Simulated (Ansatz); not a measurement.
# InP3: the cost of one run

Program: Ansatz 0.2.0. Level of theory: DFT PBEsol, scalar-relativistic, plane waves, PAW. These are calculated values, not measurements.

3 further runs of the same task are left out: 1 that didn't finish, 2 set aside as unsound or not needed.

**1. Starting point**

The structure is trigonal, space group R-3m (No. 166). The conventional cell has a = 7.430 Å, b = 7.430 Å, c = 9.838 Å, α = 90.00°, β = 90.00°, γ = 120.00°. In (site symmetry 3m) has 6 P at 2.64 to 2.87 Å in its first shell of neighbours. P (site symmetry m) is surrounded by 2 P at 2.21 Å and 2 In at 2.64 to 2.87 Å.

As a file:

```
CELL_PARAMETERS angstrom
3.71499 2.14485 3.27938
-3.71499 2.14485 3.27938
0.00000 -4.28970 3.27938
ATOMIC_POSITIONS crystal
In 0.27328 0.27328 0.27328
In 0.72672 0.72672 0.72672
P 0.79471 0.24119 0.79471
P 0.79471 0.79471 0.24119
P 0.24119 0.79471 0.79471
P 0.20529 0.75881 0.20529
P 0.75881 0.20529 0.20529
P 0.20529 0.20529 0.75881
```

It is the result of an earlier relaxation at this level (volume 19.60 Å³/atom; gap on the mesh: none (metal)).

**2. Bulk reference on the slab's mesh**

The input, input.yaml:

```yaml
crystal:
  lattice:
    - [5.3996121304, 0.0, 0.0]
    - [0.0, 7.4299735596, 0.0]
    - [-0.2877165199, 3.7149867798, 3.9079282989]
  atoms:
    - { symbol: In, position: [0.7267210885, 0.7267210885, 0.5465578229] }
    - { symbol: In, position: [0.2732789115, 0.2732789115, 0.4534421771] }
    - { symbol: P, position: [0.2052891173, 0.2052891173, 0.0359035107] }
    - { symbol: P, position: [0.758807372, 0.2052891173, 0.5894217654] }
    - { symbol: P, position: [0.2052891173, 0.758807372, 0.0359035107] }
    - { symbol: P, position: [0.7947108827, 0.7947108827, 0.9640964893] }
    - { symbol: P, position: [0.7947108827, 0.241192628, 0.9640964893] }
    - { symbol: P, position: [0.241192628, 0.7947108827, 0.4105782346] }
basis:
  ecutwfc: 420
kpoints:
  mp_grid: { grid: [7, 5, 9] }
hamiltonian:
  xc: pbesol
scf:
  occupations: { method: gaussian, width: 0.1 }
output:
  forces: true
  stress: true
  eigenvalues: true
```

The run is started by

```console
ansatz run input.yaml --threads 2 --pin off --max-ram 5120MiB --backend cpu --events-out ev --progress --plain --runs-dir out
```

**Question.** How long does this run take on 2 threads of Intel Xeon Platinum 8259CL at 2.50GHz (Skylake/Cascade Lake), shared host, and how much memory does it need?

About 25 s, with a peak of 0.94 GiB.
